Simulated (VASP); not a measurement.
# Mg (P6_3/mmc) in VASP: settings compared, part 2 of 2

VASP 6.6.1. The steps go on from the part before.

### 4 Single point, PBE

The input, INCAR:

```
PREC     = Accurate       # precision mode
ENCUT    = 520            # plane-wave cutoff, eV
EDIFF    = 1E-6           # SCF threshold, eV
ISMEAR   = 0              # smearing method
SIGMA    = 0.027000000000000003 # smearing width, eV
LREAL    = F              # projectors in reciprocal space
LASPH    = T              # aspherical terms in the spheres
NELM     = 60             # most SCF steps
ALGO     = Normal         # electronic algorithm
ISIF     = 2              # what is computed and relaxed
LWAVE    = F              # write WAVECAR
LCHARG   = F              # write CHGCAR
GGA      = PE             # functional
```

The input, KPOINTS:

```
Automatic mesh
0
Gamma
  10 10 5
```

The input, POSCAR:

```
Mg
1.0
    3.2093000000      0.0000000000      0.0000000000
   -1.6046500000      2.7793353284      0.0000000000
    0.0000000000      0.0000000000      5.2103000000
Mg
2
Direct
    0.6666666667      0.3333333333      0.7500000000
    0.3333333333      0.6666666667      0.2500000000
```

Potentials or basis: VASP PAW PBE potentials, release 64 (Mg).

On the command line:

```console
> cat potpaw_PBE.64/Mg/POTCAR > POTCAR
> mpirun -np 1 vasp_std > vasp.out
```

OUTCAR:

```text
PREC = Accurate
   ENCUT = 520
   EDIFF = 1E-6
   ISMEAR = 0
   LREAL = F
   LASPH = T
   NELM = 60
   ISIF = 2
   GGA = PE

 ion  position               nearest neighbor table
   1  0.667  0.333  0.750-   2 3.20   2 3.20   2 3.20   2 3.20   2 3.20   2 3.20
   2  0.333  0.667  0.250-   1 3.20   1 3.20   1 3.20   1 3.20   1 3.20   1 3.20

  LATTYP: Found a hexagonal cell.
 ALAT       =     3.2093000000
 C/A-ratio  =     1.6235004518

  Lattice vectors:

 A1 = (   3.2093000000,   0.0000000000,   0.0000000000)
 A2 = (  -1.6046500000,   2.7793353284,   0.0000000000)
 A3 = (   0.0000000000,   0.0000000000,   5.2103000000)

Analysis of symmetry for initial positions (statically):
=====================================================================
 Subroutine PRICEL returns:
 Original cell was already a primitive cell.

 Routine SETGRP: Setting up the symmetry group for a
 hexagonal supercell.

 Subroutine GETGRP returns: Found 24 space group operations
 (whereof 12 operations were pure point group operations)
 out of a pool of 24 trial point group operations.

[... 167 lines left out ...]

 val. band max:        2.5505155049   @ k =   0.4000   0.1000   0.4000
 cond. band min:       2.6092716340   @ k =   0.2000   0.1000   0.0000
 fundamental gap:      0.0587561291
 Fermi energy:         2.5668651120

 k-point     1 :       0.0000    0.0000    0.0000
  band No.  band energies     occupation
      1      -4.3092      2.00000
      2       0.9089      2.00000
      3       1.3256      2.00000
      4      13.4381      0.00000
      5      13.4534      0.00000
      6      13.5279      0.00000
[... 199 lines left out ...]
 k-point    24 :       0.4000    0.1000    0.2000
  band No.  band energies     occupation
      1      -0.0818      2.00000
      2       1.7185      2.00000
      3       3.1685      0.00000
      4       4.9000      0.00000
      5       6.8409      0.00000
      6       7.8182      0.00000

 [... further k-points ...]

------------------------ aborting loop because EDIFF is reached ----------------------------------------

  FORCE on cell =-STRESS in cart. coord.  units (eV):
  Direction    XX          YY          ZZ          XY          YZ          ZX
  --------------------------------------------------------------------------------------
  -------------------------------------------------------------------------------------
  Total       -0.2335541     -0.2335541     -0.0258335      0.0000000     -0.0000000      0.0000000
  in kB       -8.0516362     -8.0516362     -0.8905933      0.0000000     -0.0000000      0.0000000
  external PRESSURE =      -5.6646219 kB  Pullay stress =       0.0000000 kB

 VOLUME and BASIS-vectors are now :
 -----------------------------------------------------------------------------
  energy-cutoff  :      520.00
  volume of cell :       46.47
      direct lattice vectors                 reciprocal lattice vectors
     3.209300000  0.000000000  0.000000000     0.311594429  0.179899127  0.000000000
    -1.604650000  2.779335328  0.000000000     0.000000000  0.359798255  0.000000000
     0.000000000  0.000000000  5.210300000     0.000000000  0.000000000  0.191927528

 POSITION                                       TOTAL-FORCE (eV/Angst)
 -----------------------------------------------------------------------------------
      1.60465      0.92645      3.90773         0.000000      0.000000      0.000000
     -0.00000      1.85289      1.30258         0.000000     -0.000000      0.000000
 -----------------------------------------------------------------------------------
    total drift:                                0.000000     -0.000000      0.000000

  FREE ENERGIE OF THE ION-ELECTRON SYSTEM (eV)
  ---------------------------------------------------
  free  energy   TOTEN  =        -2.9994169699 eV

  energy  without entropy=       -2.9985230414  energy(sigma->0) =       -2.99897001
```

OSZICAR:

```text
N       E                     dE             d eps       ncg     rms          rms(c)
DAV:   1    -0.180038194454E+00   -0.18004E+00   -0.12030E+03   504   0.457E+02
DAV:   2    -0.299004073274E+01   -0.28100E+01   -0.27581E+01   678   0.279E+01
DAV:   3    -0.301312133687E+01   -0.23081E-01   -0.23080E-01   696   0.325E+00
DAV:   4    -0.301319089437E+01   -0.69557E-04   -0.69557E-04   756   0.152E-01
DAV:   5    -0.301319098716E+01   -0.92794E-07   -0.92812E-07   696   0.447E-03    0.961E-01
DAV:   6    -0.300700630682E+01    0.61847E-02   -0.66941E-04   666   0.297E-01    0.616E-01
DAV:   7    -0.299940589501E+01    0.76004E-02   -0.26502E-03   576   0.516E-01    0.345E-02
DAV:   8    -0.299941885899E+01   -0.12964E-04   -0.14219E-05   840   0.335E-02    0.767E-03
DAV:   9    -0.299941718593E+01    0.16731E-05   -0.12727E-06   600   0.799E-03    0.613E-04
DAV:  10    -0.299941696986E+01    0.21607E-06   -0.50271E-09   414   0.675E-04
   1 F= -.29994170E+01 E0= -.29989700E+01  d E =-.893928E-03
```

stdout:

```text
POSCAR found type information on POSCAR Mg
 POSCAR found :  1 types and       2 ions
 scaLAPACK will be used
 LDA part: xc-table for (Slater+PW92), standard interpolation
 POSCAR, INCAR and KPOINTS ok, starting setup
 FFT: planning ... GRIDC
 FFT: planning ... GRID_SOFT
 FFT: planning ... GRID
 WAVECAR not read
 entering main loop
```

It used 6 s of CPU time on 1 thread of Intel(R) Xeon(R) Platinum 8559C (Emerald Rapids) (shared host), which was overloaded at the time.

What came out:

```
Free energy            : -2.9994 eV
Pressure               : -0.6 GPa
Band gap on the k mesh : none (metal or under the smearing width)
```

Stress tensor (GPa, compression positive):
```
-0.81  0.00  0.00
 0.00 -0.81  0.00
 0.00  0.00 -0.09
```

Levels at points of the mesh, in eV from the Fermi level:
```csv
k point,band 1,band 2,band 3,band 4,band 5,band 6
"(0.00, 0.00, 0.00)",-6.88,-1.66,-1.24,10.87,10.89,10.96
"(0.50, 0.00, 0.00)",-2.12,-2.12,2.65,3.02,3.25,3.66
```

### 5 Relaxation of cell and atoms, PBE

The input, INCAR:

```
PREC = Accurate
ENCUT = 580
EDIFF = 1E-6
ISMEAR = -1
SIGMA = 0.05
LREAL = False
LASPH = True
NELM = 60
ALGO = Normal
ISIF = 3
LWAVE = False
LCHARG = False
GGA = PE
IBRION = 2
NSW = 40
EDIFFG = -0.02
```

The input, KPOINTS:

```
regular mesh
0
Gamma
  10 10 5
```

POSCAR is that of step 4.

On the command line:

```console
> cat potpaw_PBE.64/Mg/POTCAR > POTCAR
> mpirun -np 1 vasp_std > vasp.out
```

Run time: 34 s. Hardware: 1 thread of Intel Xeon Platinum 8559C (Emerald Rapids), shared host; peak memory 0.18 GiB.

It converged, with:

```yaml
Free_energy: -3.0124 eV
Relaxed_volume: 22.93 Å³/atom
Relaxed_cell: a = 3.164 Å, b = 3.164 Å, c = 5.289 Å, α = 90.00°, β = 90.00°, γ = 120.00°
Space_group_after_relaxing_to_0.05_Å: P6_3/mmc (No. 194)
Energy_gained_by_relaxing: 2.9 meV/atom
Ionic_steps: 6
Pressure_after_relaxing: 0.0 GPa
Band_gap_on_the_k_mesh: none (metal or under the smearing width)
```

Step by step:
```csv
step,energy change (eV),largest force (eV/Å),pressure (GPa),volume (Å³)
1,0.0000,0.0000,-0.50,46.47
2,-0.0028,0.0000,-0.12,45.99
3,-0.0044,0.0000,0.44,45.32
4,-0.0054,0.0000,0.33,45.48
5,-0.0054,0.0000,0.34,45.46
6,-0.0058,0.0000,0.02,45.85
```

Final structure:
```
CELL_PARAMETERS angstrom
3.16382 0.00000 0.00000
-1.58191 2.73995 0.00000
0.00000 0.00000 5.28930
ATOMIC_POSITIONS crystal
Mg 0.66667 0.33333 0.75000
Mg 0.33333 0.66667 0.25000
```

Levels at points of the mesh, in eV from the Fermi level:
| k point | band 1 | band 2 | band 3 | band 4 | band 5 |
| --- | --- | --- | --- | --- | --- |
| (0.00, 0.00, 0.00) | -6.98 | -1.88 | -1.56 | 11.21 | 11.21 |
| (0.50, 0.00, 0.00) | -2.12 | -2.07 | 2.58 | 2.92 | 3.04 |

### 6 Overview

```tsv
task	level	cell	k mesh	cutoff (eV)	smearing	supercell matrix	temperature	mesh quality	gap on the mesh (eV)	pressure (GPa)
single point	PBE	as given	10 × 10 × 5	520	gaussian 0.021 eV	-	-	not flagged	none	-0.6
molecular dynamics	RPBE	as given	2 × 2 × 1	420	fermi-dirac 0.05 eV	[2, 0, 0, 0, 2, 0, 0, 0, 2]	1500	coarse	-	-
single point	PBE	as given	10 × 10 × 5	520	gaussian 0.027 eV	-	-	not flagged	none	-0.6
relaxation of cell and atoms	PBE	relaxed	10 × 10 × 5	580	fermi-dirac 0.05 eV	-	-	not flagged	none	0.0
```

Alike in all rows: potentials or basis VASP PAW PBE potentials, release 64 (Mg); no spin polarisation.

Caveats: some runs use coarse meshes; the PAW data sets were made with another functional, which shifts forces and pressure a little (some runs).

Absolute energies hang on the potentials; compare differences alone.
